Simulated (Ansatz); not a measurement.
# Ti: LAPW beside PAW

Aim: solve Ti at one geometry with full-potential LAPW, PAW with frozen cores and datasets made for this crystal, and see where they agree.

This is Ti in the fcc structure; at room conditions it is hcp.

Method: DFT PBE, scalar-relativistic, in Ansatz 0.2.0.

### 1 The system as given

It takes space group Fm-3m (No. 225, cubic). The conventional cell has a = 4.060 Å, b = 4.060 Å, c = 4.060 Å, α = 90.00°, β = 90.00°, γ = 90.00°. Around Ti (site symmetry m-3m) lie 12 Ti at 2.87 Å.

Coordinates:

```cif
data_structure
_symmetry_space_group_name_H-M 'P 1'
_symmetry_Int_Tables_number 1
_cell_length_a 2.8709
_cell_length_b 2.8709
_cell_length_c 2.8709
_cell_angle_alpha 60.000
_cell_angle_beta 60.000
_cell_angle_gamma 60.000
_cell_volume 16.73
loop_
_atom_site_label
_atom_site_type_symbol
_atom_site_fract_x
_atom_site_fract_y
_atom_site_fract_z
_atom_site_occupancy
Ti1 Ti 0.00000 0.00000 0.00000 1
```

Structure: COD 1534878, as refined from experiment and not relaxed.

### 2 Full-potential LAPW

input.yaml

```yaml
crystal:
  lattice:
    - [0.0, 2.03, 2.03]
    - [2.03, 0.0, 2.03]
    - [2.03, 2.03, 0.0]
  atoms:
    - { symbol: Ti, position: [0.0, 0.0, 0.0] }
kpoints:
  mp_grid: { grid: [15, 15, 15] }
  band_path:
    path:
      - [0.0, 0.0, 0.0]
      - [0.5, 0.0, 0.5]
      - [0.625, 0.25, 0.625]
      - [0.375, 0.375, 0.75]
      - [0.0, 0.0, 0.0]
      - [0.5, 0.5, 0.5]
      - [0.5, 0.25, 0.75]
      - [0.5, 0.0, 0.5]
    npoints: 14
scf:
  occupations: { method: fermi_dirac, width: 0.05 }
hamiltonian:
  xc: pbe
  pseudopotentials: { kind: all_electron, lapw: { basis_error: 0.00025 } }
output:
  forces: true
  stress: true
  eigenvalues: true
  populations: true
  dos: { projected: true, de: 0.2, e_range: [-14, 8] }
```

The run is started by

```bash
ansatz run input.yaml --threads 1 --pin off --max-ram 3072MiB --backend cpu --events-out ev --progress --plain --runs-dir out
```

The log of the run:

```text
Ti: projections on atomic orbitals take those of the free atom 1s2 2s2 2p6 3s2 3p6 3d2 4s2, of charge +0.00 (hamiltonian.pseudopotentials.projection_atoms)
LAPW: plane waves up to 8.258 Å⁻¹, error target 2.5e-4 eV per atom; small_component_spin mean_spin; Ti in spheres of 1.435 Å, 12 of its electrons in bands, Dirac shells []
Engine: ansatz 0.2.0
Pseudopotentials: kind: all_electron
Pseudopotential: Ti, LAPW, valence charge 12, Koelling and Harmon's equation, gaussian nucleus
Functional definition: PBE
  parameter kappa = 0.804
  parameter beta = 0.06672455060314922
  exchange = pbe_x(kappa = kappa, mu = beta*pi^2/3)
  correlation = pbe_c(beta = beta)
Crystal: 1 atoms, lattice volume = 16.731 Å³
Basis set: ecut = 259.79514006377394 eV, 169 PW (Γ), exchange–correlation at level 2
Bands: 10, of which v1, the nominal top of the filled ones, is band 6 counted from 1 (5 counted from 0)
Symmetry: 48 space group operations
Space group: Fm-3m (ITA 225), of the structure as read, at distance tolerance 2.6e-5 Å
k-points: 120 of 3375
Non-local potential: Ti, projectors of the file, none
Initial density: superposition of atomic densities (chi_scale 0.1, normalization cell)
Initial wavefunctions: plane waves of lowest kinetic energy (no species holds an atomic orbital)
Functional: x = pbe(κ = 0.804, μ = 0.2195149727645171), c = pbe(β = 0.06672455060314922)
iter 1 solved again at ethr=3.88e-4 eV; its pass at ethr=1.00e-1 eV (dr2=4.66e-2 eV) is discarded
SCF iter   1: F=—  HF=-23233.432062 eV  |F-HF|=—  |Δ(HF+E_count)|=         —  Δρ=2.14e-2  dr2=4.74e-2  ethr=3.88e-4  ⟨swp⟩=2.9  Hψ=8916  notcnv=0
preconditioner: auto → none  [metal: Δε(μ)=0.039 eV  Ē_g=4.640 eV  σ=0.050 eV  W_gap=0.19  n_scr=0 (ndim 8)  ℏωp=18.2 eV  f_vac=0.000  D(μ)=1.36/eV (n_scr^D=14)]
iter 2 solved again at ethr=7.63e-6 eV; its pass at ethr=3.88e-4 eV (dr2=9.16e-4 eV) is discarded
SCF iter   2: F=—  HF=-23233.282155 eV  |F-HF|=—  |Δ(HF+E_count)|=   1.50e-1  Δρ=2.97e-3  dr2=9.17e-4  ethr=7.63e-6  ⟨swp⟩=2.1  Hψ=6458  notcnv=0
SCF iter   3: F=—  HF=-23233.271155 eV  |F-HF|=—  |Δ(HF+E_count)|=         —  Δρ=3.25e-3  dr2=9.82e-4  ethr=7.63e-6  ⟨swp⟩=3.0  Hψ=3937  notcnv=0
the basis was enlarged: its passes take 347.0 KiB over the memory plan, 1 of 1 planned eigensolver slots
SCF iter   4: F=—  HF=-23233.271377 eV  |F-HF|=—  |Δ(HF+E_count)|=   2.22e-4  Δρ=2.94e-4  dr2=8.14e-6  ethr=7.63e-6  ⟨swp⟩=2.0  Hψ=3514  notcnv=0
SCF iter   5: F=—  HF=-23233.271380 eV  |F-HF|=—  |Δ(HF+E_count)|=   2.58e-6  Δρ=4.80e-5  dr2=2.71e-7  ethr=6.78e-8  ⟨swp⟩=2.0  Hψ=3514  notcnv=0
SCF iter   6: F=-23233.271379 eV  HF=-23233.271379 eV  |F-HF|=1.25e-8  |Δ(HF+E_count)|=   6.13e-7  Δρ=5.17e-6  dr2=3.25e-9  ethr=2.26e-9  ⟨swp⟩=2.1  Hψ=3522  notcnv=0
SCF 1 converged in 6 iterations: F = -23233.271379 eV  dr2 = 3.25e-9
NSCF: frozen V_eff on 99 k-points
SCF converged after 6 iterations
Free energy (F): -23233.271379 eV
Harris-Foulkes:  -23233.271379 eV  (|F-HF|=1.25e-8)
Internal energy: -23233.257847 eV  (E = F + TS)
E sigma→0 (E₀):  -23233.264613 eV
Entropy (-TS):   -0.013532 eV (-13.532 meV/atom)
Fermi energy:    14.295090 eV
--- Per-component energies (eV) ---
  E_band       = -144.394786
  E_kinetic    = 23458.927689
  E_xc         = -1148.417626
  E_electrostatic = -45543.767910  (all electrons and nuclei)
  E_smearing   = -0.013532  (= −TS)
  E_closure    = 0.000000  (closes the sum)
  E_atoms      = -23226.621050  (free atoms, spherical and without spin; not in F)
  Σ components = -23233.271379   (vs F -23233.271379, Δ=0.00e0)
  Basis errors (estimates in eV, not in F): energy 3.0e-5 per atom: plane waves 1.8e-5 (9.3e-6 summed), levels above the bands 2.1e-71, relativity 2.7e-9, radial functions 1.2e-5, core shells 3.0e-8; eigenvalues (radial functions only) 3.8e-7; not estimated: angular momenta, meshes, grids; target (lapw.basis_error) 2.5e-4; muffin-tin radii Ti 1.435 Å
--- Forces (eV/Å), atoms counted from 1 ---
  atom   1  Ti    -0.00000000     0.00000000     0.00000000
  max |Σ_I F_I| component: 1.56e-31 eV/Å
--- Stress (GPa, compression-positive) ---
        4.471539       0.000000      -0.000000
        0.000000       4.471539       0.000000
       -0.000000       0.000000       4.471539
  P = ⅓ Tr σ = 4.4715 GPa (44.715 kbar)
--- Band table (eV; the first three rows and the last of 120) ---
  k-point 0: bands = ["-42.3117", "-18.1424", "-18.1424", "-18.1424", "8.1427", "15.1930", "15.1930", "15.1930", "16.9150", "16.9150"]
  k-point 1: bands = ["-42.3056", "-18.1765", "-18.1466", "-18.1466", "8.2913", "15.0992", "15.2475", "15.2475", "16.8792", "16.8792"]
  k-point 2: bands = ["-42.2882", "-18.2721", "-18.1585", "-18.1585", "8.7214", "14.8545", "15.3783", "15.3783", "16.8121", "16.8121"]
  k-point 119: bands = ["-42.1220", "-18.6497", "-18.6153", "-18.4093", "12.6987", "13.6862", "14.0860", "16.5416", "18.2747", "22.7592"]
--- Löwdin populations: 1 site ---
  site symbol       q [e]
     0     Ti     21.8760
  spilling = 0.005638 (of n_electrons = 22.000000)
```

It took 6.1 s on 1 thread of Intel Xeon 6975P-C (Granite Rapids), shared host; peak memory 0.33 GiB.

Read from it: pressure 4.47 GPa; no gap.

Levels at the path's labelled points, in eV from the Fermi level:

```
point  band 3  band 4  band 5  band 6  band 7  band 8  band 9
    Γ  -32.44  -32.44   -6.15    0.90    0.90    0.90    2.62
    X  -32.70  -32.70   -2.71   -1.82    3.00    3.74    4.04
    U  -32.87  -32.65   -1.82   -1.28    0.72    2.70    3.60
    K  -32.87  -32.65   -1.82   -1.28    0.72    2.70    3.60
    Γ  -32.44  -32.44   -6.15    0.90    0.90    0.90    2.62
    L  -32.53  -32.53   -2.67    0.72    0.78    0.78    3.75
    W  -32.93  -32.71   -1.61   -0.40   -0.40    2.22    4.04
    X  -32.70  -32.70   -2.71   -1.82    3.00    3.74    4.04
```

States per cell in windows of 1 eV (zero at the Fermi level; grid of 0.20 eV, so sharp peaks spill over the borders):

```
from  to  total  Ti 3d  Ti 4s
  -7  -6   0.00   0.00   0.00
  -6  -5   0.06   0.00   0.06
  -5  -4   0.14   0.01   0.12
  -4  -3   0.24   0.05   0.19
  -3  -2   0.77   0.47   0.28
  -2  -1   1.20   1.05   0.12
  -1   0   1.41   1.28   0.05
   0   1   1.68   1.46   0.10
   1   2   1.50   1.42   0.04
   2   3   1.54   1.47   0.03
   3   4   1.97   1.91   0.05
   4   5   0.62   0.45   0.10
```

### 3 PAW with frozen cores

input.yaml, as its differences from that of step 2:

```diff
@@ -24,3 +24,3 @@
   xc: pbe
-  pseudopotentials: { kind: all_electron, lapw: { basis_error: 0.00025 } }
+  pseudopotentials: { kind: paw }
 output:
@@ -29,3 +29,9 @@
   eigenvalues: true
+  efg: { contact_densities: true }
   populations: true
+  bader: true
   dos: { projected: true, de: 0.2, e_range: [-14, 8] }
+  write_density: true
+  write_potential: true
+  elf: true
+  volumetric_format: npy
```

The run is started by

```bash
ansatz run input.yaml --threads 1 --pin off --max-ram 3072MiB --backend cpu --events-out ev --progress --plain --runs-dir out
```

The log of the run:

```text
[... 1 set-up line as earlier in the session ...]
Pseudopotentials: kind: paw
Pseudopotential: Ti, paw, valence charge 12, recommended cutoff 420 eV (normal)
[... 5 set-up lines as earlier in the session ...]
Crystal: 1 atoms, lattice volume = 16.731 Å³
Basis set: ecut = 420 eV, 331 PW (Γ), exchange–correlation on 40×40×40 points (8 copies of the dense FFT grid, shifted against one another)
Bands: 10, of which v1, the nominal top of the filled ones, is band 6 counted from 1 (5 counted from 0)
[... 2 set-up lines as earlier in the session ...]
k-points: 120 of 3375
Non-local potential: Ti, projectors of the file, l = 0: 3, l = 1: 2, l = 2: 3, l = 3: 1
PAW form: soft (Blöchl's): semilocal exchange-correlation on the pseudo side does not see the compensation charge
PAW one-centre angular grid: Ti, 590 points (default); XC on 64 Gauss nodes
Initial density: superposition of atomic densities (neutral atoms: chi_scale 0, normalization atom), corrected by the library's trained network
Initial wavefunctions: pseudopotential atomic-orbital guess
[... 1 set-up line as earlier in the session ...]
SCF iter   1: F=—  HF=-2499.607069 eV  |F-HF|=—  |Δ(HF+E_count)|=         —  Δρ=2.83e-3  dr2=4.24e-4  ethr=1.77e-3  ⟨swp⟩=4.3  Hψ=6248  notcnv=0
preconditioner: auto → none  [metal: Δε(μ)=0.012 eV  Ē_g=4.282 eV  σ=0.050 eV  W_gap=0.06  n_scr=0 (ndim 8)  ℏωp=18.2 eV  f_vac=0.000  D(μ)=1.64/eV (n_scr^D=14)]
SCF iter   2: F=—  HF=-2499.607111 eV  |F-HF|=—  |Δ(HF+E_count)|=   4.18e-5  Δρ=1.40e-3  dr2=8.16e-5  ethr=3.53e-6  ⟨swp⟩=1.5  Hψ=2354  notcnv=0
SCF iter   3: F=—  HF=-2499.607222 eV  |F-HF|=—  |Δ(HF+E_count)|=   1.11e-4  Δρ=3.22e-4  dr2=1.20e-5  ethr=6.80e-7  ⟨swp⟩=2.2  Hψ=1535  notcnv=0
SCF iter   4: F=—  HF=-2499.607220 eV  |F-HF|=—  |Δ(HF+E_count)|=   1.40e-6  Δρ=5.53e-5  dr2=4.24e-7  ethr=9.99e-8  ⟨swp⟩=2.1  Hψ=1730  notcnv=0
iter 5 did not close the SCF: its close was put off for the readings that it lacked (scf_convergence_deferred on its scf_iter line)
SCF iter   5: F=-2499.607220 eV  HF=-2499.607220 eV  |F-HF|=2.45e-8  |Δ(HF+E_count)|=   5.15e-8  Δρ=1.35e-5  dr2=2.97e-8  ethr=3.54e-9  ⟨swp⟩=3.0  Hψ=1991  notcnv=0
SCF iter   6: F=-2499.607220 eV  HF=-2499.607220 eV  |F-HF|=4.43e-9  |Δ(HF+E_count)|=   7.30e-9  Δρ=5.77e-6  dr2=5.63e-9  ethr=2.47e-10  ⟨swp⟩=4.3  Hψ=5331  notcnv=0
SCF 1 converged in 6 iterations: F = -2499.607220 eV  dr2 = 5.63e-9
NSCF: frozen V_eff on 99 k-points
SCF converged after 6 iterations
Free energy (F): -2499.607220 eV
Harris-Foulkes:  -2499.607220 eV  (|F-HF|=4.43e-9)
Internal energy: -2499.593680 eV  (E = F + TS)
E sigma→0 (E₀):  -2499.600450 eV
Entropy (-TS):   -0.013540 eV (-13.540 meV/atom)
Fermi energy:    13.865351 eV
--- Per-component energies (eV) ---
  E_band       = -149.534658
  E_kinetic    = 273.517949
  E_local      = -792.229877  (includes V_loc(G=0)·N_el)
  E_nonlocal   = 8.219385
  E_hartree    = 327.254800
  E_xc         = -97.772389
  E_vxc        = -122.353862  (∫ρ·V_xc dr)
  E_paw        = -1047.778735  (= ΣΔE_a)
  E_vpaw       = -171.200624  (= ΣTr[D̂ρ^β])
  E_aug_tail   = 0.000105  (compensation charges beyond the density's cutoff)
  E_ewald      = -1170.804918
  E_smearing   = -0.013540  (= −TS)
  E_closure    = 0.000000  (closes the sum)
  Σ components = -2499.607220   (vs F -2499.607220, Δ=0.00e0)
--- Forces (eV/Å), atoms counted from 1 ---
  atom   1  Ti    -0.00000000     0.00000000    -0.00000000
  max |Σ_I F_I| component: 2.16e-32 eV/Å
--- Stress (GPa, compression-positive) ---
        4.475349       0.000000      -0.000000
       -0.000000       4.475349       0.000000
       -0.000000      -0.000000       4.475349
  P = ⅓ Tr σ = 4.4753 GPa (44.753 kbar)
--- PAW observables at the nuclei: V_zz in 10²¹ V/m², potentials from the cell's mean, atoms counted from 1 ---
  atom   1  Ti V_zz =    +0.000000   η = 0.0000   by run symmetry: forbidden
            electrostatic potential = -2531.986674 V   contact ρ = 56791.864119 e/Å³
--- Band table (eV; the first three rows and the last of 120) ---
  k-point 0: bands = ["-42.7397", "-18.5698", "-18.5698", "-18.5698", "7.7123", "14.7626", "14.7626", "14.7626", "16.4853", "16.4853"]
  k-point 1: bands = ["-42.7336", "-18.6039", "-18.5741", "-18.5741", "7.8609", "14.6688", "14.8171", "14.8171", "16.4495", "16.4495"]
  k-point 2: bands = ["-42.7162", "-18.6996", "-18.5860", "-18.5860", "8.2914", "14.4243", "14.9480", "14.9480", "16.3824", "16.3824"]
  k-point 119: bands = ["-42.5500", "-19.0774", "-19.0429", "-18.8369", "12.2692", "13.2565", "13.6563", "16.1119", "17.8456", "22.3307"]
--- Löwdin populations: 1 site ---
  site symbol       q [e]
     0     Ti     11.8672
  spilling = 0.011065 (of n_electrons = 12.000000)
--- Bader charges: 1 site ---
  site symbol  charge [e]  shift [e] shared [e]
     0     Ti      0.0019     0.0000     0.0000
  maxima off the nuclei: 3, with 0.0019 electrons
  on the straight line to a nucleus their density falls by 4.4e-6 to 3.0e-5 of itself; PAW files or a low cutoff
  can make one that falls by little (a run on other files and one at a higher cutoff tell): if they did, read the shared
  charge, to which what the maxima have on the atom's side is counted
  estimated error of the sums over rays = 2.8e-4 e
```

Wall time 4.3 s (1 thread of Intel Xeon 6975P-C (Granite Rapids), shared host); peak memory 0.4 GiB.

Result: pressure 4.48 GPa; no gap.

The fields are shown in the conventional cell of this run's space group, carried over from its grid by interpolation.

Density in a lattice plane of the grid's cell (edges 4.06 and 4.06 Å, at 0.000 of the third edge), which holds Ti.

Values in e/Å³, 12 rows by 12 columns:
```
 8.10  5.67  1.54  0.30  0.19  0.18  0.18  0.18  0.19  0.30  1.55  5.67
 2.45  1.54  0.50  0.23  0.19  0.19  0.19  0.19  0.19  0.23  0.50  1.55
 0.36  0.30  0.23  0.20  0.23  0.30  0.36  0.30  0.23  0.20  0.23  0.30
 0.19  0.19  0.19  0.23  0.50  1.54  2.45  1.55  0.50  0.23  0.19  0.19
 0.18  0.18  0.19  0.30  1.54  5.67  8.10  5.67  1.55  0.30  0.19  0.18
 0.18  0.18  0.19  0.36  2.45  8.10 10.24  8.10  2.45  0.36  0.19  0.18
 0.18  0.18  0.19  0.30  1.55  5.67  8.10  5.67  1.54  0.30  0.19  0.18
 0.19  0.19  0.19  0.23  0.50  1.55  2.45  1.54  0.50  0.23  0.19  0.19
 0.36  0.30  0.23  0.20  0.23  0.30  0.36  0.30  0.23  0.20  0.23  0.30
 2.45  1.55  0.50  0.23  0.19  0.19  0.19  0.19  0.19  0.23  0.50  1.54
 8.10  5.67  1.55  0.30  0.19  0.18  0.18  0.18  0.19  0.30  1.54  5.67
10.24  8.10  2.45  0.36  0.19  0.18  0.18  0.18  0.19  0.36  2.45  8.10
```
Columns run along the first of these edges and rows up along the second, over one cell in 12 and 12 even steps from the bottom left corner. Atoms in the plane (fractional): Ti at (0.00, 0.00), Ti at (0.50, 0.50).

ELF in the same plane.

Values, 12 rows by 12 columns:
```
0.37 0.59 0.44 0.13 0.33 0.61 0.67 0.61 0.33 0.13 0.44 0.60
0.51 0.44 0.20 0.17 0.31 0.33 0.30 0.33 0.31 0.17 0.20 0.44
0.13 0.13 0.17 0.22 0.17 0.13 0.13 0.13 0.17 0.22 0.17 0.13
0.30 0.33 0.31 0.17 0.20 0.44 0.51 0.44 0.20 0.17 0.31 0.33
0.67 0.61 0.33 0.13 0.44 0.59 0.37 0.60 0.44 0.13 0.33 0.61
0.75 0.67 0.30 0.13 0.51 0.37 0.00 0.37 0.51 0.13 0.30 0.67
0.67 0.61 0.33 0.13 0.44 0.60 0.37 0.59 0.44 0.13 0.33 0.61
0.30 0.33 0.31 0.17 0.20 0.44 0.51 0.44 0.20 0.17 0.31 0.33
0.13 0.13 0.17 0.22 0.17 0.13 0.13 0.13 0.17 0.22 0.17 0.13
0.51 0.44 0.20 0.17 0.31 0.33 0.30 0.33 0.31 0.17 0.20 0.44
0.37 0.60 0.44 0.13 0.33 0.61 0.67 0.61 0.33 0.13 0.44 0.59
0.00 0.37 0.51 0.13 0.30 0.67 0.75 0.67 0.30 0.13 0.51 0.37
```
Columns run along the first of these edges and rows up along the second, over one cell in 12 and 12 even steps from the bottom left corner. Atoms in the plane (fractional): Ti at (0.00, 0.00), Ti at (0.50, 0.50).

Both are smooth fields of the valence electrons: close to the nuclei they are not physical.

Outside the cores ELF peaks at 0.75 between the atoms, 2.0 Å from Ti.

### 4 Datasets made for this crystal

input.yaml, as its differences from that of step 3:

```diff
@@ -19,3 +19,3 @@
       - [0.5, 0.0, 0.5]
-    npoints: 14
+    npoints: 8
 scf:
@@ -24,3 +24,3 @@
   xc: pbe
-  pseudopotentials: { kind: paw }
+  pseudopotentials: { kind: all_electron, datasets: crystal }
 output:
@@ -30,8 +30 @@
   efg: { contact_densities: true }
-  populations: true
-  bader: true
-  dos: { projected: true, de: 0.2, e_range: [-14, 8] }
-  write_density: true
-  write_potential: true
-  elf: true
-  volumetric_format: npy
```

The run is started by

```bash
ansatz run input.yaml --threads 1 --pin off --max-ram 3072MiB --backend cpu --events-out ev --progress --plain --runs-dir out
```

The log of the run, cut to the lines that bear on the results:

```text
[...]
band count auto-derived: 7 (N_el = 4.0; filled up to band 2; 6 by the electrons, moments and atoms)
[...]
[... 1 set-up line as earlier in the session ...]
Pseudopotential: Ti, paw, valence charge 12, recommended cutoff 260 eV (normal), Koelling and Harmon's equation, gaussian nucleus
[... 1 set-up line as earlier in the session ...]
[...]
Crystal: 1 atoms, lattice volume = 16.731 Å³
Basis set: ecut = 260 eV, 169 PW (Γ), exchange–correlation on 32×32×32 points (8 copies of the dense FFT grid, shifted against one another)
Bands: 7, of which v1, the nominal top of the filled ones, is band 2 counted from 1 (1 counted from 0)
[... 2 set-up lines as earlier in the session ...]
k-points: 120 of 3375
[...]
SCF iter   1: F=—  HF=-23233.502551 eV  |F-HF|=—  |Δ(HF+E_count)|=         —  Δρ=6.12e-2  dr2=6.22e-1  ethr=1.56e-2  ⟨swp⟩=2.1  Hψ=5202  notcnv=0
[...]
Fermi energy:    14.295018 eV
[...]
  The terms above E_closure are by the made datasets' own strengths, without shells solved beside the bands.
--- Forces (eV/Å), atoms counted from 1 ---
  atom   1  Ti     0.00000000     0.00000000     0.00000000
[...]
--- Stress (GPa, compression-positive) ---
        4.471715       0.000000      -0.000000
        0.000000       4.471715       0.000000
       -0.000000       0.000000       4.471715
  P = ⅓ Tr σ = 4.4717 GPa (44.717 kbar)
  It holds what live shells' own plane waves past their cutoff add
--- PAW observables at the nuclei: V_zz in 10²¹ V/m², potentials from the cell's mean, atoms counted from 1 ---
  atom   1  Ti V_zz =    +0.000000   η = 0.0000   by run symmetry: forbidden
            electrostatic potential = -2531.904408 V   contact ρ = 56839.258165 e/Å³
--- Band table (eV; the first three rows and the last of 120) ---
  k-point 0: bands = ["8.1427", "15.1929", "15.1929", "15.1929", "16.9149"]
[...]
```

Wall time 4.1 s (1 thread of Intel Xeon 6975P-C (Granite Rapids), shared host); peak memory 0.37 GiB.

This run gives: pressure 4.47 GPa; no gap.

| atom | contact density (e/Å³) |
| --- | --- |
| Ti | 56839.26 |

### 5 Side by side

| method | pressure (GPa) | SCF cycles, all passes |
| --- | --- | --- |
| LAPW | 4.47 | 6 |
| PAW | 4.48 | 6 |
| crystal datasets | 4.47 | 7 |

### 6 Results

| quantity | value |
| --- | --- |
| pressure | LAPW 4.47, PAW 4.48, crystal datasets 4.47 GPa |
| gap (LAPW) | none |
| highest ELF (PAW) | 0.75, 2.03 Å from Ti |

The pressure of 4.5 GPa pushes the cell to expand, with the atoms held in place. There is no gap at this level; the crystal is a metal here. Ti 3d carries the largest share, 93 %, of the projected states within 0.3 eV of the Fermi level. The projection holds only the free atom's occupied shells (Ti 4s, Ti 3d in this range). In pressure, PAW differs from LAPW by less than 0.01 GPa.
